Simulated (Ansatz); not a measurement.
# FeSi2: under pressure

Aim: relax FeSi2 at pressures from -1 to 90 GPa within the symmetry of the start, and follow volume, cell shape and gap.

Program: Ansatz 0.2.0. Level of theory: DFT r2SCAN, scalar-relativistic, plane waves, PAW. These are calculated values, not measurements.

1 further run of the same task is left out (set aside as unsound or not needed).

## 1. The structure to begin with

Symmetry: P4/mmm, No. 123, tetragonal system. Conventional cell: a = 2.682 Å, b = 2.682 Å, c = 5.104 Å, α = 90.00°, β = 90.00°, γ = 90.00°. Around Fe (site symmetry 4/mmm) lie 8 Si at 2.35 Å and 4 Fe at 2.68 Å. Around Si (site symmetry 4mm) lie 6 Si at 2.34 to 2.77 Å and 4 Fe at 2.35 Å.

Coordinates:

```
CELL_PARAMETERS angstrom
2.68237 0.00000 0.00000
0.00000 2.68237 0.00000
0.00000 0.00000 5.10399
ATOMIC_POSITIONS crystal
Fe 0.00000 0.00000 0.00000
Si 0.50000 0.50000 0.27102
Si 0.50000 0.50000 0.72898
```

It is the result of an earlier relaxation at this level (volume 12.24 Å³/atom; gap on the mesh: none (metal), site moments up to 0.2 μB).

## 2. Relaxing at -1 GPa

Input file input.yaml:

```yaml
crystal:
  lattice:
    - [2.6909815793, 0.0, 0.0]
    - [0.0, 2.6909815793, 0.0]
    - [0.0, 0.0, 5.1203770464]
  atoms:
    - { symbol: Fe, position: [0.0, 0.0, 0.0], spin: 0.18 }
    - { symbol: Si, position: [0.5, 0.5, 0.2710167579] }
    - { symbol: Si, position: [0.5, 0.5, 0.7289832421] }
basis:
  ecutwfc: 500
kpoints:
  mp_grid: { grid: [16, 16, 8] }
hamiltonian:
  xc: r2scan
scf:
  occupations: { method: gaussian, width: 0.1 }
output:
  forces: true
  stress: true
  eigenvalues: true
  populations: true
magnetization:
  spin_polarized: true
relax:
  adjacent_minimum: "off"
  f_tol: 0.008
  max_steps: 50
  cell: { stress_tol: 0.08, p_target: -1.0 }
```

Started as:

```sh
> ansatz run input.yaml --threads 1 --pin off --max-ram 2560MiB --backend cpu --events-out ev --progress --plain --runs-dir out
```

Further runs follow: 1 GPa; 4 GPa; target pressure 12 GPa; target pressure 25 GPa; relaxing at 50 GPa; target pressure 90 GPa.

What does the calculation give? Wanted: bulk modulus B0; B0'.

The runs gave:

```
                                     quantity                       value
                             volume at 90 GPa  9.43 Å³/atom, V/V0 = 0.770
bulk modulus B0 (third-order Birch-Murnaghan)                     197 GPa
                                          B0'                         4.3
```

Up to 90 GPa the volume falls by 23.0 %. A third-order Birch-Murnaghan curve fits the points with B0 = 197 GPa. The cell gives way unevenly: a -9.5 %, b -9.5 %, c -6.0 %. The largest site moment goes from 0.16 to 0.00 μB. Other structures may take over in this range; these runs cannot find them. Other magnetic orders or occupations could lie lower; they were not searched in full. The small moment in this metal comes from r2SCAN alone, which enlarges such moments; no other functional was run here.
